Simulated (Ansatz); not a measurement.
# How settings move the results for Ca

```xyz
2
Lattice="1.9713 -3.3955 0.0000 1.9713 3.3955 0.0000 0.0000 0.0000 6.5091" Properties=species:S:1:pos:R:3 pbc="T T T"
Ca    1.9713   -2.2790    1.6273
Ca    1.9713    2.2790    4.8818
```

Atom numbers follow the list: Ca1, Ca2.

Structure from Materials Project entry mp-132 (possibly hypothetical), not relaxed further.

Method: DFT, PBEsol, all-electron LAPW, scalar-relativistic in Ansatz 0.2.0.

Sampling and basis: a Γ-centred 11×11×6 k mesh, Fermi–Dirac smearing of 0.05 eV, basis error target 0.5 meV/atom, no spin polarisation. One setting is then changed at a time.

| k mesh | free energy less the base's (meV/atom) | P (GPa) | cutoff chosen (eV) |
| --- | --- | --- | --- |
| 11×11×6 (base) | 0.0 | -1.08 | 89 |
| 3×3×2 | ? | -1.18 | 89 |
| 6×6×3 | ? | -1.05 | 89 |
| 8×8×4 | -0.3 | -1.08 | 89 |
| 15×15×8 | 1.6 | -1.08 | 89 |

(1) Fill in "free energy less the base's (meV/atom)" for the row "6×6×3".

(2) Fill in "free energy less the base's (meV/atom)" for the row "3×3×2".

## Answers

(1) 14.7.

(2) 97.9.
